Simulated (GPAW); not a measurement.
Crystal: ZrS2.

```
Zr S
1.0
     3.69138    0.00000    0.00000
    -1.84569    3.19683    0.00000
     0.00000    0.00000    6.04108
Zr S
1 2
Direct
  0.00000 0.00000 0.00000
  0.33333 0.66667 0.23791
  0.66667 0.33333 0.76209
```

The cell is a database's computed one.

Base run:

```yaml
Program: GPAW 26.7.0
Functional: PBEsol
Potentials_or_basis: PAW data sets generated in the run's folder for this functional
Cutoff: 600 eV
Basis: pw
k_mesh: 8 × 8 × 5
Occupations: fermi-dirac, width 0.05 eV
Spin: no spin polarisation
Hubbard_terms: Zr d U = 4 eV
```

Its results: band gap on the k mesh 1.57 eV, indirect (least direct gap 2.28 eV); pressure 0.9 GPa; largest force 0.188 eV/Å.

Question: After a change of settings the same cell gave: band gap on the k mesh 1.42 eV, indirect (least direct gap 2.10 eV); pressure 0.0 GPa; largest force 0.093 eV/Å. Which change was it?
A. hubbard terms from Zr d U = 4 eV to Zr d U = 3 eV
B. spin from no spin polarisation to spin-orbit coupling, no magnetisation; hubbard terms from Zr d U = 4 eV to none
C. hubbard terms from Zr d U = 4 eV to Zr d U = 8 eV
D. hubbard terms from Zr d U = 4 eV to none

Answer: A.

Caveats: this functional lacks dispersion, which binds the layers, so the pressure and a relaxed spacing across them are unreliable.
